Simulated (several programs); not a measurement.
# Many methods on one cell: NaCl (Fm-3m)

NaCl (started from an entry of an open crystallographic database), relaxed with r2SCAN in Ansatz, was computed with several methods. Space group Fm-3m (No. 225), cubic; conventional cell a = 5.605 Å, 22.02 Å³ an atom. Around Na lie 6 Cl at 2.80 Å; around Cl lie 6 Na at 2.80 Å. No spin polarisation and no zero-point or thermal motion.

```
Na Cl
1.0
     0.00000    2.80273    2.80273
     2.80273    0.00000    2.80273
     2.80273    2.80273    0.00000
Na Cl
1 1
Direct
  0.00000 0.00000 0.00000
  0.50000 0.50000 0.50000
```

Gaps and times are for a single point on this cell; volume and bulk modulus come from each method's own relaxation or energy curve at fixed shape. Times are rough, from shared hosts (AMD EPYC 7B13; Arm Neoverse V1; NVIDIA H100 80GB HBM3), and each method has its own mesh and cell size. PM6 (MOPAC), PM7 (MOPAC), GFN1-xTB (tblite), GFN2-xTB (tblite) treat a cluster of cells at its zone centre, which samples few k points: where these miss a band edge, the gap comes out too large for that reason alone. Gaps from k meshes are read at a limited set of points (mesh, symmetry points, PBE's band edges), so each method's own least gap may be somewhat smaller. Force fields have no electrons; where one was fitted to this phase, its volume and modulus reflect the fit. xTB and the PM methods were fitted mostly to molecules, and can miss a solid's gap by electronvolts. Minimal bases can be far off for gaps. Times of the plane-wave rungs are withheld (a dash), since they come from other jobs, hosts and meshes; the meshes of hybrids and Hartree-Fock don't converge their gaps to the digits shown. GLLB-SC's gap includes the derivative discontinuity. G0W0 is at finite bands, cutoff and mesh. d marks a direct gap, i an indirect one (no mark: not told apart), a dash a value that wasn't computed or didn't pass its checks.

```json
{"method": "PBEsol", "kind": "semilocal", "gap (eV)": "–", "own volume (Å³/atom)": "21.93", "bulk modulus (GPa)": "–", "atoms computed": "2", "processor time": "–"}
{"method": "ffield.eim (LAMMPS)", "kind": "force field", "gap (eV)": "–", "own volume (Å³/atom)": "–", "bulk modulus (GPa)": "–", "atoms computed": "2", "processor time": "0.13 s"}
{"method": "light PBE (260 eV, its own mesh)", "kind": "light plane-wave", "gap (eV)": "5.17 d", "own volume (Å³/atom)": "–", "bulk modulus (GPa)": "–", "atoms computed": "2", "processor time": "0.69 s"}
{"method": "LDA", "kind": "semilocal", "gap (eV)": "4.76 d", "own volume (Å³/atom)": "20.39", "bulk modulus (GPa)": "–", "atoms computed": "2", "processor time": "–"}
{"method": "PBE", "kind": "semilocal", "gap (eV)": "5.18 d", "own volume (Å³/atom)": "23.08", "bulk modulus (GPa)": "24", "atoms computed": "2", "processor time": "–"}
{"method": "r2SCAN", "kind": "semilocal", "gap (eV)": "5.98 d", "own volume (Å³/atom)": "22.02", "bulk modulus (GPa)": "27", "atoms computed": "2", "processor time": "–"}
{"method": "GFN1-xTB (tblite)", "kind": "tight binding", "gap (eV)": "4.61", "own volume (Å³/atom)": "20.37", "bulk modulus (GPa)": "21", "atoms computed": "cluster", "processor time": "3.8 s"}
{"method": "PM7 (MOPAC)", "kind": "semi-empirical", "gap (eV)": "14.48", "own volume (Å³/atom)": "–", "bulk modulus (GPa)": "–", "atoms computed": "cluster", "processor time": "4.8 s"}
{"method": "PM6 (MOPAC)", "kind": "semi-empirical", "gap (eV)": "10.97", "own volume (Å³/atom)": "–", "bulk modulus (GPa)": "–", "atoms computed": "cluster", "processor time": "5.5 s"}
{"method": "GFN2-xTB (tblite)", "kind": "tight binding", "gap (eV)": "4.02", "own volume (Å³/atom)": "22.99", "bulk modulus (GPa)": "17", "atoms computed": "cluster", "processor time": "5.8 s"}
{"method": "PBE/SZV (CP2K)", "kind": "small basis", "gap (eV)": "4.41 d", "own volume (Å³/atom)": "–", "bulk modulus (GPa)": "–", "atoms computed": "2", "processor time": "7.2 s"}
{"method": "GLLB-SC (GPAW)", "kind": "model potential", "gap (eV)": "9.52", "own volume (Å³/atom)": "–", "bulk modulus (GPa)": "–", "atoms computed": "2", "processor time": "9.3 s"}
{"method": "PBE/DZVP (CP2K)", "kind": "small basis", "gap (eV)": "5.12 d", "own volume (Å³/atom)": "–", "bulk modulus (GPa)": "–", "atoms computed": "2", "processor time": "10 s"}
{"method": "PBE/single zeta (GPAW)", "kind": "small basis", "gap (eV)": "5.06 d", "own volume (Å³/atom)": "–", "bulk modulus (GPa)": "–", "atoms computed": "2", "processor time": "16 s"}
{"method": "G0W0@LDA (140 eV screening cutoff)", "kind": "many-body", "gap (eV)": "7.76", "own volume (Å³/atom)": "–", "bulk modulus (GPa)": "–", "atoms computed": "2", "processor time": "–"}
{"method": "G0W0@r2SCAN (180 eV screening cutoff)", "kind": "many-body", "gap (eV)": "8.44", "own volume (Å³/atom)": "–", "bulk modulus (GPa)": "–", "atoms computed": "2", "processor time": "–"}
{"method": "LC-ωPBE", "kind": "hybrid", "gap (eV)": "11.99 d", "own volume (Å³/atom)": "–", "bulk modulus (GPa)": "–", "atoms computed": "2", "processor time": "–"}
{"method": "G0W0@PBE0 (180 eV screening cutoff)", "kind": "many-body", "gap (eV)": "8.87", "own volume (Å³/atom)": "–", "bulk modulus (GPa)": "–", "atoms computed": "2", "processor time": "–"}
{"method": "G0W0@PBE (260 eV screening cutoff)", "kind": "many-body", "gap (eV)": "8.07", "own volume (Å³/atom)": "–", "bulk modulus (GPa)": "–", "atoms computed": "2", "processor time": "–"}
{"method": "G0W0@HSE06 (180 eV screening cutoff)", "kind": "many-body", "gap (eV)": "8.66", "own volume (Å³/atom)": "–", "bulk modulus (GPa)": "–", "atoms computed": "2", "processor time": "–"}
{"method": "HSE06", "kind": "hybrid", "gap (eV)": "6.56 d", "own volume (Å³/atom)": "22.57", "bulk modulus (GPa)": "–", "atoms computed": "2", "processor time": "–"}
{"method": "PBE0", "kind": "hybrid", "gap (eV)": "7.28 d", "own volume (Å³/atom)": "–", "bulk modulus (GPa)": "–", "atoms computed": "2", "processor time": "–"}
{"method": "DDH-PBE0", "kind": "hybrid", "gap (eV)": "8.54 d", "own volume (Å³/atom)": "–", "bulk modulus (GPa)": "–", "atoms computed": "2", "processor time": "–"}
{"method": "r2SCAN0", "kind": "hybrid", "gap (eV)": "7.74 d", "own volume (Å³/atom)": "–", "bulk modulus (GPa)": "–", "atoms computed": "2", "processor time": "–"}
```

Against HSE06 (6.56 eV) the nearest gap at the points sampled is that of r2SCAN (-0.58 eV) and the farthest that of PM7 (MOPAC) (+7.92 eV). HSE06 is only a yardstick of convenience: for gaps this wide it usually falls short of measured ones, so a larger value can be the better one.

Volumes against r2SCAN's: PBEsol -0.4 %, LDA -7.4 %, PBE +4.8 %, GFN1-xTB (tblite) -7.5 %, GFN2-xTB (tblite) +4.4 %, HSE06 +2.5 %.
